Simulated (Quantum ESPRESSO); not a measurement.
## BeTe: equation of state with PBE

Crystal: BeTe.

```
CELL_PARAMETERS angstrom
0.00000 2.77000 2.77000
2.77000 0.00000 2.77000
2.77000 2.77000 0.00000
ATOMIC_POSITIONS crystal
Te 0.75000 0.75000 0.75000
Be 0.00000 0.00000 0.00000
```

```json
{
 "Program": "Quantum ESPRESSO 7.5",
 "Task": "equation of state",
 "Functional": "PBE",
 "Potentials or basis": "SSSP 1.3 efficiency PBE",
 "Cutoff": "748 eV",
 "Density cutoff": "5987 eV",
 "k mesh": "8 × 8 × 8",
 "Occupations": "fermi-dirac, width 0.05 eV",
 "Spin": "no spin polarisation",
 "Mixing beta": "0.5",
 "Most SCF iterations": "120",
 "SCF threshold": "4e-10 Ry"
}
```

- Equilibrium volume: 22.77 Å³/atom (rough: see the caveat)
- Bulk modulus: 57 GPa (rough)

Energy against volume, from the lowest point:
| volume (Å³/atom) | energy (meV/atom) |
| --- | --- |
| 19.979 | 75.14 |
| 20.404 | 52.01 |
| 20.829 | 33.67 |
| 21.254 | 19.67 |
| 21.679 | 9.63 |
| 22.104 | 3.18 |
| 22.529 | 0.00 |

All runs of the series together: 80 s on 1 thread of Arm Neoverse V2 (shared host).

Caveat: the minimum lies outside the volumes run. The run has no spin-orbit coupling, so splittings on Te are missing.
